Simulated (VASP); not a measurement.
Crystal: Ru.

```
Ru
1.0
    -1.50369    1.50369    1.50369
     1.50369   -1.50369    1.50369
     1.50369    1.50369   -1.50369
Ru
1
Direct
  0.00000 0.00000 0.00000
```

This isn't the form of Ru at room conditions, which is hcp.

```yaml
Program: VASP 6.6.1
Task: relaxation of cell and atoms
Functional: PBE
Dispersion: D3(BJ)
Potentials_or_basis: VASP PAW PBE potentials, release 64 (Ru_pv)
Cutoff: 600 eV
k_mesh: 20 × 20 × 20
Occupations: gaussian, width 0.1 eV
Spin: no spin polarisation
```

At the start: pressure 6.5 GPa; volume 13.60 Å³/atom.

Q: Where does the relaxation end?

A: Over 4 steps the energy falls by 5.5 meV/atom and the volume is 13.88 Å³/atom (+2.1 %); space group Im-3m (No. 229, to 0.05 Å).

The path:
| step | energy change (eV) | largest force (eV/Å) | pressure (GPa) | volume (Å³) |
| --- | --- | --- | --- | --- |
| 1 | 0.0000 | 0.0000 | 6.46 | 13.60 |
| 2 | 0.0362 | 0.0000 | -15.19 | 14.71 |
| 3 | -0.0055 | 0.0000 | -0.13 | 13.89 |
| 4 | -0.0055 | 0.0000 | -0.01 | 13.88 |

Final structure:
```yaml
crystal:
  lattice:
    - [-1.51394, 1.51394, 1.51394]
    - [1.51394, -1.51394, 1.51394]
    - [1.51394, 1.51394, -1.51394]
  atoms:
    - { symbol: Ru, position: [0.00000, 0.00000, 0.00000] }
```

Caveat: pairwise dispersion overbinds metals, which lowers pressure and volume.
